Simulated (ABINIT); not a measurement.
# RbBr (Fm-3m): G0W0 with ABINIT, start to end, part 3 of 3

Wanted: ground state, empty states, screening and self-energy for RbBr (Fm-3m).

ABINIT 10.8.3; PBE and many-body steps on it, plane waves. Known limits of the many-body steps: not at the basis limit; no spin-orbit coupling.

So far. Step 4 (Empty states on the mesh, 4×4×4 mesh, 457 bands): On this mesh the gap is 4.364 eV. Step 5 (Screening, 4×4×4 mesh, 449 bands, screening to 239.5 eV): Local fields lower ε∞ by 17 %.

The database entry behind the starting cell differs from later determinations by our own check (about 0.5 % short), so it need not match the best structure at ambient conditions.

**6. Self-energy, 4×4×4 mesh, 449 bands, screening to 239.5 eV**

The self-energy is evaluated for the states that the input lists, and the levels follow from it, in one-shot runs by the linearised quasiparticle equation.

This step: G0W0 on PBE, plane waves, norm-conserving pseudopotentials.

run.abi reads:

```
acell 3*1.0 Angstrom
rprim 
  0.000000000000 3.427000000000 3.427000000000
  3.427000000000 0.000000000000 3.427000000000
  3.427000000000 3.427000000000 -0.000000000000
ntypat 2
znucl 37 35
natom 2
typat 1 2
xred 
  0.000000000000 0.000000000000 0.000000000000
  0.500000000000 0.500000000000 0.500000000000
pp_dirpath "pseudos"
pseudos "Rb.upf, Br.upf"
ecut 19
ngkpt 4 4 4
nshiftk 1
shiftk 0 0 0
kptopt 1
chksymbreak 0
istwfk *1
occopt 1
irdwfk 1
optdriver 4
nband 449
gwcalctyp 0
ecutsigx 19
symsigma 1
nkptgw 1
kptgw 
  0.0000000000 0.0000000000 0.0000000000
bdgw 
  6 12
ecuteps 8.8
irdscr 1
ppmodel 1
indata_prefix "in"
outdata_prefix "out"
tmpdata_prefix "tmp"
```

Started as:

```console
OMP_NUM_THREADS=1 mpirun -n 4 abinit run.abi > log
```

Numbers of over 12 decimals in the logs are rounded to 6 here.

What it wrote:

```text
.Version 10.8.3 of ABINIT. v10.8.2 released Aug 2026.

 Symmetries : space group Fm -3 m (#225); Bravais cF (face-center cubic)
[... echo of the input left out ...]
== DATASET  1 ==================================================================
-   mpi_nproc: 4, omp_nthreads: 1 (-1 if OMP is not activated)

--- !DatasetInfo
iteration_state: {dtset: 1, }
dimensions: {natom: 2, nkpt: 8, mband: 449, nsppol: 1, nspinor: 1, nspden: 1, mpw: 2180, }
cutoff_energies: {ecut:  19.0, pawecutdg:  -1.0, }
electrons: {nelect:   1.60000000E+01, charge:   0.00000000E+00, occopt:   1.00000000E+00, tsmear:   1.00000000E-02, }

 SIGMA: Calculation of the GW corrections

 Based on a program developped by R.W. Godby, V. Olevano, G. Onida, and L. Reining.
 Incorporated in ABINIT by V. Olevano, G.-M. Rignanese, and M. Torrent.
.Using double precision arithmetic ; gwpc =  8

[... cell and pseudopotentials left out ...]
--------------------------------------------------------------------------------

 ==== K-mesh for the wavefunctions ====
 Number of points in the irreducible wedge :     8
[... list of points left out ...]
 Together with 48 symmetry operations and time-reversal symmetry
 yields    64 points in the full Brillouin Zone.

 ==== Q-mesh for screening function ====
 Number of points in the irreducible wedge :     8
[... list of points left out ...]
 Together with 48 symmetry operations and time-reversal symmetry
 yields    64 points in the full Brillouin Zone.

 vcoul_init : cutoff-mode = AUXILIARY_FUNCTION
 q-points for optical limit:   1
     1)      0.000010    0.000020    0.000030
 setmesh: FFT mesh size selected  =    36x   36x   36
          total number of points  =        46656

 Number of electrons calculated from density =   16.0000; Expected =   16.0000
 average of density, n =  0.029454
 r_s =    2.0087
 omega_plasma =   16.5551 [eV]

 === KS Band Gaps ===
  >>>> For spin  1
   Minimum direct gap =   4.3636 [eV], located at k-point      :   0.0000  0.0000  0.0000
   Fundamental gap    =   4.3636 [eV], Top of valence bands at :   0.0000  0.0000  0.0000
                                       Bottom of conduction at :   0.0000  0.0000  0.0000
 SIGMA fundamental parameters:
 PLASMON POLE MODEL  1
 number of plane-waves for SigmaX                 2109
 number of plane-waves for SigmaC and W            645
 number of plane-waves for wavefunctions          2109
 number of bands                                   449
 number of independent spin polarizations            1
 number of spinorial components                      1
 number of k-points in IBZ                           8
 number of q-points in IBZ                           8
 number of symmetry operations                      48
 number of k-points in BZ                           64
 number of q-points in BZ                           64
 number of frequencies for dSigma/dE                 9
 frequency step for dSigma/dE [eV]                0.25
 number of omega for Sigma on real axis              0
 max omega for Sigma on real axis  [eV]           0.00
 zcut for avoiding poles [eV]                     0.10

 EPSILON^-1 parameters (SCR file):
 dimension of the eps^-1 matrix on file            645
 dimension of the eps^-1 matrix used               645
 number of plane-waves for wavefunctions          2109
 number of bands                                   449
 number of q-points in IBZ                           8
 number of frequencies                               2
 number of real frequencies                          1
 number of imag frequencies                          1

 matrix elements of self-energy operator (all in [eV])

 Perturbative Calculation

--- !SelfEnergy_ee
iteration_state: {dtset: 1, }
kpoint     : [   0.000,    0.000,    0.000, ]
spin       : 1
KS_gap     :    4.364
QP_gap     :    6.867
Delta_QP_KS:    2.503
data: !SigmaeeData |
     Band     E0 <VxcDFT>   SigX SigC(E0)      Z dSigC/dE  Sig(E)    E-E0       E
        6  -1.042 -12.668 -16.491   1.395   0.811  -0.232 -14.638  -1.970  -3.011
        7  -1.042 -12.668 -16.491   1.395   0.811  -0.232 -14.638  -1.970  -3.011
        8  -1.042 -12.668 -16.491   1.395   0.811  -0.232 -14.638  -1.970  -3.011
        9   3.322  -6.375  -2.894  -2.865   0.867  -0.153  -5.841   0.534   3.856
       10   6.243  -7.381  -3.248  -2.987   0.862  -0.160  -6.393   0.987   7.231
       11   6.243  -7.381  -3.248  -2.987   0.862  -0.160  -6.393   0.987   7.231
       12   6.243  -7.381  -3.248  -2.987   0.862  -0.160  -6.393   0.987   7.231

== END DATASET(S) ==============================================================
================================================================================

 -outvars: echo values of variables after computation  --------
           etotal      0.0000000000E+00
            nband         449
             nkpt           8
          spgroup         225
 [... the other variables as echoed above ...]

 Calculation completed.
```

Wall time 2.1 min (4 MPI ranks of Arm Neoverse V1, shared host); peak memory 2.8 GiB.

This step gave:

| Item | Value |
| --- | --- |
| G0W0 gap on the points computed | 6.867 eV |
| starting gap on the mesh | 4.364 eV |
| k of the valence top | 0, 0, 0 |
| k of the conduction bottom | 0, 0, 0 |
| Z at the valence top | 0.811 |
| Z at the conduction bottom | 0.867 |
| least direct G0W0 gap on the computed points | 6.867 eV |

The gap on the mesh goes from 4.36 eV to 6.87 eV, a correction of +2.50 eV.

Limits: finite bands, cutoff and mesh; no spin-orbit coupling. v1 is the top filled band, c1 the lowest empty one. The levels before and after the correction (eV, zero at the valence-band top of each column):

```csv
,conduction bottom,valence top
Kohn-Sham,4.36,0.00
G0W0,6.87,0.00
```

```csv
,level,energy (eV)
Kohn-Sham,Γ v3-v1,0.000
Kohn-Sham,Γ c1,4.364
Kohn-Sham,Γ c2-c4,7.285
G0W0,Γ v3-v1,0.000
G0W0,Γ c1,6.867
G0W0,Γ c2-c4,10.242
```

**7. Where the time went**

Times are wall times on 4 MPI ranks of Arm Neoverse V1, shared host, good to a factor of about two.

```
                          step     time  share  memory (GiB)
                  ground state    5.7 s    1 %          0.27
bands along the symmetry lines    8.9 s    2 %          0.26
      empty states on the mesh     22 s    5 %           1.3
                     screening  4.6 min   63 %           2.2
                   self-energy  2.1 min   28 %           2.8
```

**8. Outcome**

| Property | Result |
| --- | --- |
| PBE gap | 4.36 eV, direct |
| G0W0 gap on the mesh | 6.87 eV |
| GW settings | 4×4×4 mesh, 449 bands, screening to 239.5 eV, Godby-Needs plasmon pole |
| known limits | not at the basis limit; no spin-orbit coupling |

In words: G0W0 moves the gap on the mesh from 4.36 eV to 6.87 eV (+2.50 eV), with Z of 0.81 and 0.87 at the edges. Local fields lower the RPA ε∞ on this mesh from 2.84 to 2.37. Only 1 of the mesh's irreducible points was corrected, so a valley elsewhere could overtake. The dearest step here is «screening». Bands and cutoff are finite, so the gap is not at the basis limit. The miss can reach some tenths of an eV and take either sign; the mesh is an error of its own. In the G0W0 run levels were corrected at 1 k point alone, so a gap called «on the mesh» is the least over those, and an edge elsewhere would be missed. The many-body steps are scalar-relativistic: spin-orbit coupling is not in them.

[Paths, hosts, dates, memory and timing lines, banners, echoed tables and standing remarks are left out of the program output.]

[Logs are printed without paths, hosts, clocks, repeated set-up lines and the standing remarks that a program may print on its own settings, such as how far it seeks lower states.]

[Runs of the session that timed out or met a known fault of the program may be left out.]

[Hosts, paths, dates, database ids (printed as entryN), source tags and the programs' standing remarks are cut or masked in the printed files.]

[G0W0 gaps are taken among the corrected bands and points alone; a level outside them can change the order at an edge.]

[Where Ansatz stands beside ABINIT at settings called matched, ABINIT's density can come from a denser mesh and the files from another edition; pairs whose starting gaps differed by over 0.03 eV were left out, so agreement reads better than it is.]
